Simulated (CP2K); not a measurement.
## SrO: equation of state with PBEsol

The system is SrO.

```
Sr O
1.0
     3.62930    0.00000    0.00000
     1.81465    3.14306    0.00000
     1.81465    1.04769    2.96331
Sr O
1 1
Cartesian
  3.6293 2.0954 1.4817
  0.0000 0.0000 0.0000
```

```
Program                             : CP2K 2026.2
Task                                : equation of state
Functional                          : PBEsol
Potentials or basis                 : POTENTIAL_UZH Sr GTH-PBE-q10, O GTH-PBE-q6; TZVP-MOLOPT-PBE-GTH basis
Density cutoff                      : 8163 eV
k mesh                              : 9 × 9 × 9
Occupations                         : fermi-dirac, width 0.05 eV
Spin                                : no spin polarisation
SCF solver                          : diagonalisation with k points
Quickstep method                    : GPW
EPS_DEFAULT                         : 1.0E-9
EPS_SCF                             : 1.0E-6
MAX_SCF                             : 100
SCF_GUESS                           : ATOMIC
k points reduced by the point group : yes
Mesh centred on Gamma               : yes
CHOLESKY                            : OFF
EPS_EIGVAL                          : 1.0E-7
MIXING METHOD                       : BROYDEN_MIXING
MIXING ALPHA                        : 0.4
NBUFFER                             : 8
NGRIDS                              : 5
Basis sets                          : Sr TZVP-MOLOPT-PBE-GTH-q10, O TZVP-MOLOPT-PBE-GTH-q6
Potentials                          : Sr GTH-PBE-q10 of POTENTIAL_UZH, O GTH-PBE-q6 of POTENTIAL_UZH
ADDED_MOS                           : [10]
REL_CUTOFF (Ry)                     : 60 Ry
MIXING BETA (1/bohr)                : 1.5 1/bohr
CUTOFF of the grids                 : 600 Ry
```

The equilibrium volume is 17.11 Å³/atom. The bulk modulus is 93 GPa. The pressure derivative of the bulk modulus is 4.4 (rough: it moves with the points fitted).

Energy against volume, from the lowest point:
| volume (Å³/atom) | energy (meV/atom) |
| --- | --- |
| 15.887 | 28.83 |
| 16.225 | 14.51 |
| 16.563 | 5.27 |
| 16.901 | 0.60 |
| 17.239 | 0.00 |
| 17.577 | 3.42 |
| 17.915 | 9.79 |

All runs of the series together: 2.9 min on 2 threads of Arm Neoverse V1, on a shared host.

Caveat: the potentials were made for another functional, which shifts forces and pressure; the basis of atomic orbitals isn't converged, which shifts pressures, moduli and gaps. Zero-point motion and thermal expansion aren't in these numbers.
